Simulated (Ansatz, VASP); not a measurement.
## Os: VASP beside Ansatz

Contents of INCAR:

```
  PREC = Accurate
  ENCUT = 520
  EDIFF = 1E-7
  ISMEAR = -1
  SIGMA = 0.05
  LREAL = F
  LASPH = T
  NELM = 80
  ALGO = Normal
  ISIF = 2
  LWAVE = F
  LCHARG = F
  GGA = PE
  NBANDS = 10
```

File KPOINTS:

```
regular mesh
0
Gamma
  14 14 14
```

Contents of POSCAR:

```
Os
1.0
    0.0000000000      1.9052949814      1.9052949814
    1.9052949814      0.0000000000      1.9052949814
    1.9052949814      1.9052949814      0.0000000000
Os
1
Direct
    0.0000000000      0.0000000000      0.0000000000
```

Input for Ansatz:

```yaml
crystal:
  lattice:
    - [0.0, 1.9052949814, 1.9052949814]
    - [1.9052949814, 0.0, 1.9052949814]
    - [1.9052949814, 1.9052949814, 0.0]
  atoms:
    - { symbol: Os, position: [0.0, 0.0, 0.0] }
kpoints:
  mp_grid: { grid: [14, 14, 14] }
  band_path:
    path:
      - [0.0, 0.0, 0.0]
      - [0.5, 0.0, 0.5]
      - [0.625, 0.25, 0.625]
      - [0.375, 0.375, 0.75]
      - [0.0, 0.0, 0.0]
      - [0.5, 0.5, 0.5]
      - [0.5, 0.25, 0.75]
      - [0.5, 0.0, 0.5]
    npoints: 5
scf:
  occupations: { method: fermi_dirac, width: 0.05 }
hamiltonian:
  xc: pbe
  pseudopotentials: { kind: all_electron, lapw: { basis_error: 0.0005 } }
output:
  forces: true
  stress: true
  eigenvalues: true
```

Change from the starting cell: volume scaled by 0.94.

Alike in both runs: task single point; functional PBE; k mesh 14 × 14 × 14; occupations fermi-dirac, width 0.05 eV; no spin polarisation.

|  | VASP | Ansatz |
| --- | --- | --- |
| version | VASP 6.6.1 | Ansatz 0.2.0 |
| potentials or method | VASP PAW PBE potentials, release 64 (Os) | all-electron LAPW, scalar-relativistic |
| plane-wave cutoff (eV) | 520 | see its input |

VASP gave:

| Quantity | Value |
| --- | --- |
| pressure (GPa) | 15.6 |

Question: Which values does Ansatz return?

Answer: Pressure (GPa): 15.4.

Ansatz ran all-electron here, so the differences hold the error of VASP's frozen core and of both bases.

Caveats: so large a pressure means that the cell lies far from this level's equilibrium, or that cutoff or potentials fall short (VASP). The runs have no spin-orbit coupling, so splittings on Os are missing.
